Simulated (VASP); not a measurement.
# PbSe in VASP 6.6.1, single-point calculation

INCAR

```
EDIFF = 1E-7
IBRION = -1
PREC = Accurate
NELM = 75
LWAVE = .FALSE.
NBANDS = 22
ISMEAR = -1
SIGMA = 0.02
ISIF = 2
LMAXMIX = 4
GGA = PE
NSW = 0
LCHARG = .FALSE.
LREAL = .FALSE.
ISYM = 3
ENCUT = 520
LASPH = .TRUE.
```

KPOINTS

```
KPOINTS created by Atomic Simulation Environment
0
Gamma
8 8 8
0 0 0
```

POSCAR

```
Pb Se
 1.0000000000000000
     0.0000000000000000    3.0269281761000002    3.1005512111000000
     3.0269281761000002    0.0000000000000000    3.1005512111000000
     3.0269281761000002    3.0269281761000002    0.0000000000000000
 Pb  Se
   1   1
Cartesian
  0.0000000000000000  0.0000000000000000  0.0000000000000000
  3.0269281760999998  3.0269281760999998  3.1005512110999995
```

The recommended PBE PAW datasets give the neutral cell 20 valence electrons.

Command

```
mpirun -np 1 vasp_std
```

OSZICAR

```
N       E                     dE             d eps       ncg     rms          rms(c)
DAV:   1     0.169840246069E+03    0.16984E+03   -0.91016E+03  2626   0.936E+02
DAV:   2     0.577464415353E+01   -0.16407E+03   -0.15457E+03  2752   0.279E+02
DAV:   3    -0.805333510931E+01   -0.13828E+02   -0.13687E+02  3146   0.811E+01
DAV:   4    -0.843099183759E+01   -0.37766E+00   -0.37730E+00  3160   0.136E+01
DAV:   5    -0.844385521199E+01   -0.12863E-01   -0.12863E-01  3578   0.261E+00
```

Standard output (part)

```
POSCAR found type information on POSCAR PbSe
 POSCAR found :  2 types and       2 ions
 LDA part: xc-table for (Slater+PW92), standard interpolation
 POSCAR, INCAR and KPOINTS ok, starting setup
 WAVECAR not read
 entering main loop
|                     _     ____    _    _    _____     _                     |
|                    | |   | |_) | | |  | | | |  __    | |                    |
|                    |_|   |  _ <  | |  | | | | |_ |   |_|                    |
|                     _    | |_) | | |__| | | |__| |    _                     |
|     internal error in CHECK_FULL_KPOINTS: KPOINTS_FULL not properly         |
|     initialised                                                             |
|     If you are not a developer, you should not encounter this problem.      |
|     Please submit a bug report.                                             |
```

VASP stopped with an error.

The run took about 17 s on one core of a shared host (Intel Xeon Platinum 8488C) and held 0.19 GiB at most.
